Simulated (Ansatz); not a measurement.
Crystal: Ge.

```
CELL_PARAMETERS angstrom
0.00000 2.82891 2.82891
2.82891 0.00000 2.82891
2.82891 2.82891 0.00000
ATOMIC_POSITIONS crystal
Ge 0.75000 0.75000 0.75000
Ge 0.50000 0.50000 0.50000
```

* Program: Ansatz 0.2.0
* Task: relaxation of cell and atoms
* Functional: RPBE
* Potentials or basis: Ansatz PAW
* Cutoff: 420 eV (not typed: the program's choice for these potentials)
* k mesh: 8 × 8 × 8
* Occupations: fermi-dirac, width 0.05 eV
* Spin: no spin polarisation

At the start: volume 22.64 Å³/atom.

Problem. Where does the relaxation end?

Solution. It ends after 5 steps and the volume is 24.59 Å³/atom (+8.6 %); space group Fd-3m (No. 227, to 0.05 Å).

The path:
```
step  energy change (eV)  largest force (eV/Å)  volume (Å³)
   1              0.0000                0.0000        45.28
   2             -0.0581                0.0000        48.25
   3             -0.0611                0.0000        49.06
   4             -0.0611                0.0000        49.18
   5             -0.0619                0.0000        49.18
```

Final structure:
```xyz
2
Lattice="0.0000 2.9079 2.9079 2.9079 0.0000 2.9079 2.9079 2.9079 0.0000" Properties=species:S:1:pos:R:3 pbc="T T T"
Ge    4.3619    4.3619    4.3619
Ge    2.9079    2.9079    2.9079
```

The cell as given is a measured one (22.64 Å³/atom); RPBE puts the equilibrium volume +8.6 % from it, thermal expansion not counted.

Caveat: the plane-wave basis is chosen anew once the cell has moved, so the energies of steps on either side of that aren't comparable; the PAW data sets come from PBE, with cores solved anew for the run's functional, which leaves a small shift of forces and pressure.
